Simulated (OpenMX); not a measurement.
## Bi in OpenMX: convergence with ElectronicTemperature

The system is Bi.

```
Bi
1.0
     3.48860   -3.13258    0.00000
     3.48860    3.13258    0.00000
    -1.26023    0.00000    3.11355
Bi
2
Direct
  0.75861 0.75300 0.84938
  0.24723 0.25183 0.15725
```

This isn't the form of Bi at room conditions, which is rhombohedral.

The cell isn't the ideal one: atoms moved at random, drawn with an rms of 0.05 Å.

```yaml
Program: OpenMX 3.8.5
Task: convergence study
Functional: LDA
Potentials_or_basis: OpenMX 2013 LDA set, Bi8.0-s3p2d2, grid cutoff 500 Ry
k_mesh: 5 × 5 × 7
Occupations: fermi-dirac, width 0.25852 eV
Spin: no spin polarisation
```

These are the settings of the first run; the series varies ElectronicTemperature, with any setting tied to it.

Hardware: 1 thread of Arm Neoverse V2, with other jobs on the host.

```csv
ElectronicTemperature,"energy less the tightest run, at zero smearing (meV/atom)",pressure (GPa),largest force (eV/Å),SCF cycles,CPU time (s),peak memory (GiB)
3000 K,3.78,-2.48,0.096,15,71,1.3
2000 K,1.43,-2.64,0.099,15,71,1.3
1200 K,0.12,-2.70,0.102,15,71,1.3
800 K,-0.14,-2.71,0.103,15,73,1.3
500 K,-0.11,-2.70,0.103,15,74,1.3
300 K,-0.06,-2.70,0.105,16,77,1.3
150 K,-0.02,-2.70,0.105,16,77,1.3
75 K,0.00,-2.70,0.104,15,74,1.3
```

Against the tightest run, the energy stays within 1 meV/atom from 1200 K on; the pressure stays within 0.1 GPa from 2000 K on; the largest force stays within 0.005 eV/Å from 2000 K on. The tightest run that finished is the yardstick and may itself not be fully converged.

Caveat, for the tightest run too: the basis of atomic orbitals isn't converged, which shifts pressures, moduli and gaps.
